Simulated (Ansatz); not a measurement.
Theory: DFT PBE, scalar-relativistic, plane waves, PAW (Ansatz). All cells share a 420 eV cutoff and Γ-centred k meshes spaced at most about 0.3 Å⁻¹ (2π included). No spin polarisation in the final relaxations.

All energies are static (0 K, no zero-point motion).

Two relaxed structures of LiH3:

1. Space group P6/mmm (No. 191), hexagonal, a = 5.512 Å, c = 5.431 Å. Li has 2 H at 1.71 Å; around H on a site of symmetry 6mm lie 1 H at 1.01 Å and 1 Li at 1.71 Å; around H on a site of symmetry 6/mmm lie 2 H at 1.01 Å.

2. Space group P4/mmm (No. 123), tetragonal, a = 2.735 Å, c = 6.193 Å. Li is surrounded by 4 H at 1.93 Å; around H on a site of symmetry 4mm lies 1 H at 0.75 Å; around H on a site of symmetry 4/mmm lie 4 Li at 1.93 Å.

**Question.** Which is lower in energy, and by how much?

**Answer.** Cell 2 is lower, by 0.36 eV/atom. Cell 1 has space group P6/mmm (No. 191), 35.7 Å³/atom and a gap of 3.07 eV on its mesh; cell 2 has space group P4/mmm (No. 123), 11.6 Å³/atom and a gap of 0.76 eV. Counting H atoms around Li (those within 1.25 times the shortest such distance or 1.15 times the sum of covalent radii, 1.27 where that leaves under three), cell 1 has Li 2 and cell 2 has Li 4. Cell 2 holds H–H pairs as short as in free H₂ molecules (shortest 0.75 Å); in cell 1 the shortest H–H distance is 1.01 Å, near bonding range too. Both come from invented guesses.

Weakly bound directions are ill-defined at this level, which has no dispersion term (P6/mmm, P4/mmm), and this can change margins and order among such cells. Kohn–Sham gaps at this level usually fall short of measured ones. With hydrogen, zero-point motion can shift such differences by 10 meV/atom or more. Cells relaxed within their symmetry can be saddle points.
